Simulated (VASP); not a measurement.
Here is a VASP 6.6.1 calculation.

File INCAR:

```
ALGO = Fast
EDIFF = 1E-7
ENCUT = 520
GGA = PE
ISIF = 2
ISMEAR = 0
LASPH = T
LCHARG = F
LREAL = F
LWAVE = F
NBANDS = 18
NELM = 100
PREC = Accurate
SIGMA = 0.1
```

KPOINTS

```
k-points
0
Gamma
  16 16 16
```

File POSCAR:

```
ZrB3
1.0
   -1.8005072810      1.8005072810      4.1687235610
    1.8005072810     -1.8005072810      4.1687235610
    1.8005072810      1.8005072810     -4.1687235610
Zr B
1 3
Direct
    0.0000000000      0.0000000000      0.0000000000
    0.2500000000      0.7500000000      0.5000000000
    0.7500000000      0.2500000000      0.5000000000
    0.5000000000      0.5000000000      0.0000000000
```

Potentials or basis: VASP PAW PBE potentials, release 64 (Zr_sv, B).

Run with:

```sh
$ cat potpaw_PBE.64/Zr_sv/POTCAR potpaw_PBE.64/B/POTCAR > POTCAR
$ mpirun -np 1 vasp_std > vasp.out
```

(1) What does it give for the pressure?

(2) Predict the band gap on the k mesh.

Results:

(1) -29.4 GPa.

(2) none (metal or under the smearing width).

Caveat: so large a pressure means that the cell lies far from this level's equilibrium, or that cutoff or potentials fall short.
